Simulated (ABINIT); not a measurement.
# FeO (Wuestite) (Fm-3m) in ABINIT: further runs, part 2 of 2

ABINIT 10.8.3 (patched build).

**4. Single point, PBEsol, collinear spin, ferromagnetic start (cell relaxed)**

Contents of run.abi:

```
# Pseudopotentials
pp_dirpath "./"
pseudos "Fe.upf, O.upf"

# Structure
acell 3*1.0 Angstrom
rprim
     0.0000000000     2.1208689600     2.1208689600
     2.1208689600     0.0000000000     2.1208689600
     2.1208689600     2.1208689600     0.0000000000
ntypat 2
znucl 26 8
natom 2
typat 1 2
xred
     0.0000000000     0.0000000000     0.0000000000
     0.5000000000     0.5000000000     0.5000000000
chkprim 0
chksymtnons 0
tolsym 1.0e-6

# Plane-wave basis
ecut 1224.512381 eV

# k points
kptopt 1
ngkpt 8 8 8
nshiftk 1
shiftk 0.0 0.0 0.0

# Exchange and correlation
ixc -116133

# Bands and occupations
nband 16
occopt 3
tsmear 0.00183747

# Spin
nsppol 2
spinat
     0.0000000000     0.0000000000     3.0000000000
     0.0000000000     0.0000000000     0.0000000000

# SCF cycle
nstep 100
tolvrs 1.0e-10

# Output
iomode 3
prtwf 0
prteig 0
prtebands 0
enunit 1
prtden 1
prtvha 1
prtvclmb 1
prtpot 1
```

Potentials or basis: PseudoDojo NC SR PBEsol v0.4.1 standard.

Started as:

```sh
$ abinit run.abi > log 2>&1
```

run.abo:

```text
.Version 10.8.3 of ABINIT
 Symmetries : space group Fm -3 m (#225); Bravais cF (face-center cubic)
================================================================================
 Values of the parameters that define the memory need of the present run
     intxc =       0    ionmov =       0      iscf =       7    lmnmax =       6
     lnmax =       6     mgfft =      36  mpssoang =       3    mqgrid =    3001
     natom =       2  nloc_mem =       1    nspden =       2   nspinor =       1
    nsppol =       2      nsym =      48    n1xccc =    2501    ntypat =       2
    occopt =       3   xclevel =       2
       mpw =        1880          nfft =       46656          nkpt =          29
================================================================================
================================================================================

--------------------------------------------------------------------------------
------------- Echo of variables that govern the present computation ------------
--------------------------------------------------------------------------------
 -outvars: echo values of preprocessed input variables --------
            acell      1.8897261259E+00  1.8897261259E+00  1.8897261259E+00 Bohr
              amu      5.58470000E+01  1.59994000E+01
          chkprim           0
      chksymtnons           0
             ecut      4.50000000E+01 Hartree
           enunit           1
              ixc     -116133
         kptrlatt        8    0    0      0    8    0      0    0    8
          kptrlen      4.53437765E+01
            natom           2
            nband          16
            ngfft          36      36      36
             nkpt          29
           nspden           2
           nsppol           2
            nstep         100
             nsym          48
           ntypat           2
           occopt           3
        prtebands           0
           prteig           0
           prtpot           1
         prtvclmb           1
           prtvha           1
            prtwf           0
            rprim      0.0000000000E+00  2.1208689600E+00  2.1208689600E+00
                       2.1208689600E+00  0.0000000000E+00  2.1208689600E+00
                       2.1208689600E+00  2.1208689600E+00  0.0000000000E+00
          spgroup         225
           spinat      0.0000000000E+00  0.0000000000E+00  3.0000000000E+00
                       0.0000000000E+00  0.0000000000E+00  0.0000000000E+00
           tolsym      1.00000000E-06
           tolvrs      1.00000000E-10
           tsmear      1.83747000E-03 Hartree
            typat      1  2
           xangst      0.0000000000E+00  0.0000000000E+00  0.0000000000E+00
                       2.1208689600E+00  2.1208689600E+00  2.1208689600E+00
            xcart      0.0000000000E+00  0.0000000000E+00  0.0000000000E+00
                       4.0078614833E+00  4.0078614833E+00  4.0078614833E+00
             xred      0.0000000000E+00  0.0000000000E+00  0.0000000000E+00
                       5.0000000000E-01  5.0000000000E-01  5.0000000000E-01
            znucl       26.00000    8.00000

================================================================================

 chkinp: Checking input parameters for consistency.

================================================================================
== DATASET  1 ==================================================================

--- !DatasetInfo
iteration_state: {dtset: 1, }
dimensions: {natom: 2, nkpt: 29, mband: 16, nsppol: 2, nspinor: 1, nspden: 2, mpw: 1880, }
cutoff_energies: {ecut:  45.0, pawecutdg:  -1.0, }
[... 75 lines left out ...]
pressure_GPa:  -7.8858E-02
xred      :
- [  0.0000E+00,   0.0000E+00,   0.0000E+00, Fe]
- [  5.0000E-01,   5.0000E-01,   5.0000E-01,  O]
cartesian_forces: # hartree/bohr
- [ -0.00000000E+00,  -0.00000000E+00,  -0.00000000E+00, ]
- [ -0.00000000E+00,  -0.00000000E+00,  -0.00000000E+00, ]
force_length_stats: {min:   0.00000000E+00, max:   0.00000000E+00, mean:   0.00000000E+00, }
...

 Integrated electronic and magnetization densities in atomic spheres:
 ------------------------------------------------------------------------------------------------------------
 Radius=ratsph(iatom), smearing ratsm=  0.0000. Diff(up-dn)=approximate z local magnetic moment.
    Atom    Radius    up_density   dn_density  Total(up+dn)  Diff(up-dn)
    1 Fe   2.00000     8.730117     5.189669     13.919786     3.540448
    2  O   2.00000     3.296940     2.950274      6.247214     0.346665
 ------------------------------------------------------------------------------------------------------------
  Sum:                12.027057     8.139943     20.167000     3.887114
 Total magnetization (from the atomic spheres):                3.887114
 Total magnetization (exact up - dn):                          4.000000

================================================================================

 ----iterations are completed or convergence reached----

 Mean square residual over all n,k,spin=   13.249E-12; max=  95.283E-10
 reduced coordinates (array xred) for    2 atoms
       0.000000000000      0.000000000000      0.000000000000
       0.500000000000      0.500000000000      0.500000000000
 rms dE/dt=  0.0000E+00; max dE/dt=  0.0000E+00; dE/dt below (all hartree)
    1       0.000000000000      0.000000000000      0.000000000000
    2       0.000000000000      0.000000000000      0.000000000000

 cartesian coordinates (angstrom) at end:
    1      0.00000000000000     0.00000000000000     0.00000000000000
    2      2.12086896000000     2.12086896000000     2.12086896000000

 cartesian forces (hartree/bohr) at end:
    1     -0.00000000000000    -0.00000000000000    -0.00000000000000
    2     -0.00000000000000    -0.00000000000000    -0.00000000000000
 frms,max,avg= 0.0000000E+00 0.0000000E+00   0.000E+00  0.000E+00  0.000E+00 h/b

 cartesian forces (eV/Angstrom) at end:
    1     -0.00000000000000    -0.00000000000000    -0.00000000000000
    2     -0.00000000000000    -0.00000000000000    -0.00000000000000
 frms,max,avg= 0.0000000E+00 0.0000000E+00   0.000E+00  0.000E+00  0.000E+00 e/A
 length scales=  1.889726125908  1.889726125908  1.889726125908 bohr
              =  1.000000000000  1.000000000000  1.000000000000 angstroms
 Fermi (or HOMO) energy (eV) =  11.00476   Average Vxc (eV)= -13.16618
 Eigenvalues (   eV  ) for nkpt=  29  k points, SPIN UP:
 kpt#   1, nband= 16, wtk=  0.00195, kpt=  0.0000  0.0000  0.0000 (reduced coord)
 -78.55375  -44.82391  -44.82391  -44.82391  -10.16729    6.85244    6.85244    6.85244
   6.89061    6.89061    6.89061    7.12416    7.12416   11.19555   26.13393   28.13497
 prteigrs : prtvol=0 or 1, do not print more k-points.

 Eigenvalues (   eV  ) for nkpt=  29  k points, SPIN DOWN:
 kpt#   1, nband= 16, wtk=  0.00195, kpt=  0.0000  0.0000  0.0000 (reduced coord)
 -74.70969  -40.81817  -40.81817  -40.81817   -9.60137    7.46850    7.46850    7.46850
  10.18468   10.18468   10.18468   11.13382   11.13382   11.95119   26.17199   29.16681
 prteigrs : prtvol=0 or 1, do not print more k-points.

--- !EnergyTerms
iteration_state     : {dtset: 1, }
comment             : Components of total free energy in Hartree
kinetic             :  6.90087793754006E+01
hartree             :  3.66192804617873E+01
xc                  : -2.18096004516378E+01
Ewald energy        : -9.65607497893319E+01
psp_core            :  3.63551152960519E+00
local_psp           : -1.22666015984380E+02
non_local_psp       : -9.91566892005226E+00
internal            : -1.41688463778609E+02
'-kT*entropy'       : -4.51332059732058E-04
total_energy        : -1.41688915110669E+02
total_energy_eV     : -3.85555179585043E+03
band_energy         : -1.28315053997968E+01
...

 Cartesian components of stress tensor (hartree/bohr^3)
  sigma(1 1)=  2.68031700E-06  sigma(3 2)=  0.00000000E+00
  sigma(2 2)=  2.68031700E-06  sigma(3 1)=  0.00000000E+00
  sigma(3 3)=  2.68031700E-06  sigma(2 1)=  0.00000000E+00

-Cartesian components of stress tensor (GPa)         [Pressure= -7.8858E-02 GPa]
- sigma(1 1)=  7.88576485E-02  sigma(3 2)=  0.00000000E+00
- sigma(2 2)=  7.88576485E-02  sigma(3 1)=  0.00000000E+00
- sigma(3 3)=  7.88576485E-02  sigma(2 1)=  0.00000000E+00

== END DATASET(S) ==============================================================
================================================================================

 -outvars: echo values of variables after computation  --------
            acell      1.8897261259E+00  1.8897261259E+00  1.8897261259E+00 Bohr
           etotal     -1.4168891511E+02
            fcart     -0.0000000000E+00 -0.0000000000E+00 -0.0000000000E+00
                      -0.0000000000E+00 -0.0000000000E+00 -0.0000000000E+00
            rprim      0.0000000000E+00  2.1208689600E+00  2.1208689600E+00
                       2.1208689600E+00  0.0000000000E+00  2.1208689600E+00
                       2.1208689600E+00  2.1208689600E+00  0.0000000000E+00
           strten      2.6803169952E-06  2.6803169952E-06  2.6803169952E-06
                       0.0000000000E+00  0.0000000000E+00  0.0000000000E+00
           xangst      0.0000000000E+00  0.0000000000E+00  0.0000000000E+00
                       2.1208689600E+00  2.1208689600E+00  2.1208689600E+00
             xred      0.0000000000E+00  0.0000000000E+00  0.0000000000E+00
                       5.0000000000E-01  5.0000000000E-01  5.0000000000E-01
 Calculation completed.
```

Wall time 70 s (1 thread of AMD EPYC 7R43 (Zen 3), shared host); peak memory 0.1 GiB.

What came out:

- Free energy: -3855.5518 eV
- Pressure: -0.1 GPa
- Band gap on the k mesh: none (metal or under the smearing width)
- Net moment: 4.00 μB per cell
- Site moments: Fe +3.54; O +0.35 μB
- Valence electrons inside the program's atomic spheres: Fe 13.92; O 6.25

Caveat: a cell with one magnetic atom can't hold antiferromagnetic order, which such compounds often take; semilocal functionals often make such compounds metallic where correlation or magnetic order opens a gap, which also shifts bond lengths.

**5. Overview**

```csv
task,level,potentials or basis,cell,cutoff (eV),cell freedom (optcell),optimiser (ionmov),cutoff smearing ecutsm (Ha),force stop (Ha/bohr),gap on the mesh (eV),pressure (GPa),moment (μB)
single point,LDA,PseudoDojo NC SR LDA v0.4.1 standard,as given,1252,-,-,-,-,none,-16.2,4.00
relaxation of cell and atoms,PBEsol,PseudoDojo NC SR PBEsol v0.4.1 standard,relaxed,1225,2,2,0.5,2e-05,none,0.0,4.00
single point,PBEsol,PseudoDojo NC SR PBEsol v0.4.1 standard,cell relaxed,1225,-,-,-,-,none,-0.1,4.00
```

Alike in all rows: spin collinear, ferromagnetic start; k mesh 8 × 8 × 8; smearing fermi-dirac 0.05 eV.

Caveats: a cell with one magnetic atom can't hold antiferromagnetic order, which such compounds often take; semilocal functionals often make such compounds metallic where correlation or magnetic order opens a gap, which also shifts bond lengths; so large a pressure means that the cell lies far from this level's equilibrium, or that cutoff or potentials fall short (some runs).

Total energies depend on the potentials used, so only differences within one code and one set of settings carry meaning.

**6. Against experiment**

Step 2. A measured gap of FeO is 2.4 eV (optical; quoted in “W\"ustite: Electric, thermodynamic and optical properties of FeO”, 2012, arxiv:1203.1201); the calculated 0.00 eV misses it by -2.40 eV. So large a miss can be the level of theory's own, or it may mean another phase, state or a wrong row. The value is that of LDA on a finite k mesh, which can miss the band edges, without temperature or zero-point motion. Semilocal functionals fall short of measured gaps as a rule. The run's magnetic order (collinear spin, ferromagnetic start) needn't be the measured crystal's.
